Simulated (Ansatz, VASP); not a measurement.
## Two plane-wave programs on Rh

```xyz
1
Lattice="0.0000 1.8776 1.8776 1.8776 0.0000 1.8776 1.8776 1.8776 0.0000" Properties=species:S:1:pos:R:3 pbc="T T T"
Rh    0.0000    0.0000    0.0000
```

Alike in both runs: task single point; functional LDA; k mesh 14 × 14 × 14; no spin polarisation.

|  | VASP | Ansatz |
| --- | --- | --- |
| version | VASP 6.6.1 | Ansatz 0.2.0 |
| potentials or method | VASP PAW LDA potentials, release 64 (Rh_pv) | plane waves (420 eV) with PAW, scalar-relativistic |
| plane-wave cutoff (eV) | 520 | 420 |
| occupations | methfessel-paxton of order 1, width 0.03 eV | cold, width 0.03 eV |
| valence electrons in the cell | 15 | 17 |

VASP gave:

```
pressure (GPa) : 0.5
```

Task: What did Ansatz give for the same quantities?

Result: Pressure (GPa): -0.4.

The two sets of potentials don't hold the same shells in valence. Ansatz warned: «pseudo_functional_mismatch».
